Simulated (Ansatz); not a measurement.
TiO2 (Anatase):

```
CELL_PARAMETERS angstrom
-1.89210 1.89210 4.75730
1.89210 -1.89210 4.75730
1.89210 1.89210 -4.75730
ATOMIC_POSITIONS crystal
Ti 0.75000 0.25000 0.50000
Ti 0.00000 0.00000 0.00000
O 0.79190 0.79190 0.00000
O 0.54190 0.04190 0.50000
O 0.95810 0.45810 0.50000
O 0.20810 0.20810 0.00000
```

| Property | Result |
| --- | --- |
| Program | Ansatz 0.2.0 |
| Task | relaxation of cell and atoms |
| Functional | PBE |
| Potentials or basis | SPMS NC |
| Cutoff | 1034 eV (not typed: the program's choice for these potentials) |
| k mesh | 10 × 10 × 10 |
| Occupations | fermi-dirac, width 0.05 eV |
| Spin | no spin polarisation |

At the start: volume 11.35 Å³/atom.

Problem. Where does the relaxation end?

Solution. It ends after 9 steps and the volume is 11.66 Å³/atom (+2.7 %); space group I4_1/amd (No. 141, to 0.05 Å).

The path:
| step | energy change (eV) | largest force (eV/Å) | volume (Å³) |
| --- | --- | --- | --- |
| 1 | 0.0000 | 0.0902 | 68.13 |
| 2 | -0.0207 | 0.0282 | 69.31 |
| 3 | -0.0223 | 0.0054 | 69.87 |
| 4 | -0.0226 | 0.0043 | 69.89 |
| 5 | -0.0287 | 0.0048 | 69.89 |
| 6 | -0.0286 | 0.0041 | 69.98 |
| 7 | -0.0288 | 0.0041 | 69.98 |
| 8 | -0.0288 | 0.0001 | 69.98 |
| 9 | -0.0288 | 0.0001 | 69.98 |

Final structure:
```
Ti O
1.0
    -1.89880    1.89880    4.85245
     1.89880   -1.89880    4.85245
     1.89880    1.89880   -4.85245
Ti O
2 4
Direct
  0.75000 0.25000 0.50000
  0.00000 0.00000 0.00000
  0.79368 0.79368 0.00000
  0.54368 0.04368 0.50000
  0.95632 0.45632 0.50000
  0.20632 0.20632 0.00000
```

Caveat: the plane-wave basis is chosen anew once the cell has moved, so the energies of steps on either side of that aren't comparable; the pressure holds a Pulay correction of +0.4 GPa for the finite cutoff.
